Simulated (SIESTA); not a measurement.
Fe under changes of volume

One of the cells (12.259 Å³/atom); the others are scaled copies at fixed shape and fractional positions:

```
Fe
1.0
    -1.45256    1.45256    1.45256
     1.45256   -1.45256    1.45256
     1.45256    1.45256   -1.45256
Fe
1
Direct
  0.00000 0.00000 0.00000
```

| Quantity | Value |
| --- | --- |
| Program | SIESTA 5.4.2 |
| Functional | PBEsol |
| Potentials or basis | PseudoDojo 0.4 standard (PBEsol files) |
| Basis | DZP (energy shift 0.003 Ry; two zetas on semicore shells) |
| Grid cutoff | 800 Ry |
| Energy shift | 0.003 Ry |
| k mesh | 13 × 13 × 13 |
| Occupations | fermi-dirac, width 0.05 eV |
| Spin | collinear spin, ferromagnetic start |
| Starting moments | [3.0] μB |

```tsv
volume (Å³/atom)	energy over the lowest point (meV/atom)	pressure (GPa)	moment (μB per cell)
11.298	0.00	-9.2	2.17
11.538	16.61	-12.4	2.23
11.778	?	?	?
12.259	87.65	-17.7	2.47
12.499	113.96	-18.3	2.56
12.740	142.45	-20.1	2.61
```

**Question.** What does the run at 11.778 Å³/atom give?

**Answer.** Energy over the lowest point 36.91 meV/atom; pressure -14.5 GPa; moment 2.30 μB per cell.

Worked out: A Birch-Murnaghan fit of order 3 (a polynomial in V^(-2/3)) to the other rows has no minimum within the range. It gives 37.56 meV/atom at 11.778 Å³/atom, against the run's 36.91, and -dE/dV = -15.0 GPa, against -14.5. A parabola through the other rows of the moment, of slope 0.322 μB per Å³/atom there, gives 2.32 μB, against the run's 2.30.

Energies are extrapolated to zero smearing.

Caveats: short orbitals over semicore shells can move pressures by several GPa; the basis of atomic orbitals isn't converged, which shifts pressures, moduli and gaps.
